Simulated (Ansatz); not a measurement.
Below is a relaxed structure of Be₅Te. The cell was found from a proposed guess, not taken from experiment.

These are results of DFT PBE, scalar-relativistic, plane waves, PAW in Ansatz 0.2.0, not measurements. Cutoff 420 eV, Γ-centred mesh, Gaussian smearing, no spin polarisation.

```
Be Te
1.0
     4.01268    0.00000    0.00000
    -2.00634    3.47508    0.00000
     0.00000    0.00000   13.91975
Be Te
10 2
Direct
  0.33333 0.66667 0.01907
  0.33316 0.32509 0.88948
  0.00000 0.00000 0.02041
  0.99193 0.66684 0.88948
  0.66667 0.33333 0.02029
  0.85550 0.66665 0.14843
  0.33335 0.18886 0.14843
  0.81114 0.14450 0.14843
  0.67491 0.00807 0.88948
  0.33333 0.66667 0.57574
  0.66667 0.33333 0.56092
  0.33333 0.66667 0.26384
```

Formation energies are uncorrected and refer to the elements' standard structures at the same level.

(1) What space group does it have?

(2) How far does it lie from the elements in energy?

(3) Is it a metal?

Answers

(1) P3 (No. 143). Conventional cell: a = 4.013 Å, c = 13.920 Å. Around Be on a site of symmetry 3 lie 9 Be at 2.27–2.32 Å and 6 Be at 2.63–2.76 Å; Be on a site of symmetry 1 is surrounded by 9 Be at 2.25–2.37 Å; Be on a second site of symmetry 3 has 12 Be at 2.13–2.32 Å; Te on its first site has 3 Be at 2.33 Å; 4 more sites not described.

(2) +0.147 eV/atom. A positive value: parting into the elements would lower its energy.

(3) No, the gap on the 12×12×4 mesh is 0.18 eV.

The last run used a 12×12×4 mesh (in the run's order of axes) for its 12-atom cell and Gaussian smearing of 0.01 eV. Spin–orbit coupling, which can matter for Te, is left out. Kohn–Sham gaps at this level usually fall short of measured ones. The missing spin–orbit coupling can work the other way here. The reference form of Te is held partly by dispersion forces, which this level lacks. Small gaps are read on the mesh alone, and bands can cross between its points. A later test with randomly moved atoms came back to the same energy, though modes that don't fit the test's cell weren't probed.
